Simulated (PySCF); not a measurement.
## Structure from 2D NMR

Compound of formula C$_{4}$H$_{8}$. Correlations simulated from computed shifts and couplings:

HSQC (one-bond C–H):
```tsv
δH	δC	¹J(C,H) (Hz)
6.15	150.2	157
5.38	120.2	161
5.20	120.2	163
2.13	34.1	133
1.06	17.4	133
```

COSY cross peaks (|J| ≥ 2 Hz):
```tsv
δH	δH	abs. J (Hz)	bonds
6.15	5.38	17.4	3
6.15	5.20	11.2	3
6.15	2.13	7.8	3
2.13	1.06	7.9	3
```

HMBC (two and three bonds, |J| ≥ 2.5 Hz):
```tsv
δH	δC [abs. J in Hz]
6.15	34.1 [5.3], 17.4 [3.0]
5.38	34.1 [8.4]
5.20	34.1 [12.5]
2.13	150.2 [5.4], 120.2 [6.8], 17.4 [4.4]
1.06	150.2 [5.7], 34.1 [3.6]
```

PySCF 2.14.0 with density-fitted response routines calculation with PBE0/pcSseg-1 with gauge-including orbitals, GFN2-xTB structure and spin–spin couplings from B3LYP/pcJ-1 (without the spin–dipole term); in vacuum, relativity neglected, averaged over atoms made equivalent by symmetry, fast rotation or ring inversion, a single conformation.

Chemical shifts δ = σref − σ; TMS for ¹H and ¹³C, all at this level.

Exchangeable hydrogens are left out of these lists, and C,H couplings along chains are those of one rotamer, so weak HMBC peaks may be missing or extra.

Question: Work out the connectivity.

Answer: 1-butene.

Atom-mapped SMILES (the numbers label the heavy atoms): `[CH2:1]=[CH:2][CH2:3][CH3:4]`; H(Xn) means a hydrogen on atom n. Ha(C1) is cis to C3; Hb(C1) is trans to C3.

δC 150.2 is C2, an alkene CH (δH 6.15). δC 120.2 is C1, a terminal =CH2 carbon (δH 5.38, 5.20). δC 34.1 is C3, an allylic sp3 CH2 (δH 2.13). δC 17.4 is C4, a methyl carbon (δH 1.06). COSY links 6.15–5.38, 6.15–5.20, 6.15–2.13, 2.13–1.06.

Unscaled 3J(H,H) at this level run about 10 % above measured values. Shifts are as computed. Against solution values, carbons near 30 ppm lie about +3 ppm off and those near 130 ppm about +5 ppm. Of 1211 compounds with measured shifts, 218 miss one by over three times the rms of a fit or turn the order of signals round; such compounds aren't used in these exercises. Couplings across =CH–CH2 type bonds come from one rotamer and its mirror image, and can be 1–2 Hz further off.
